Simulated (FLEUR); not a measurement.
The system is ZnS.

```
Zn S
1.0
     0.00000    2.70200    2.70200
     2.70200    0.00000    2.70200
     2.70200    2.70200    0.00000
Zn S
1 1
Direct
  0.75000 0.75000 0.75000
  0.00000 0.00000 0.00000
```

Base run:

- Program: FLEUR MaX-R8.1 (later development tree)
- Functional: r2SCAN
- Potentials or basis: all-electron
- Basis: FLAPW
- Kmax: 5.1 1/bohr
- k mesh: 9 × 9 × 9
- Occupations: fermi-dirac, width 0.05 eV
- Spin: no spin polarisation

Its results: band gap on the k mesh 2.68 eV, direct.

Task: The run is repeated on the same cell with these changes: functional from r2SCAN to LDA. What comes out?

Result: Band gap on the k mesh 1.86 eV, direct.

r2SCAN gives the wider gap, since meta-GGAs in the generalised Kohn-Sham scheme recover part of the derivative discontinuity.

Caveats: the meta-GGA is that of a development version, with a GGA for the radial functions and cores and without core tails (some runs).
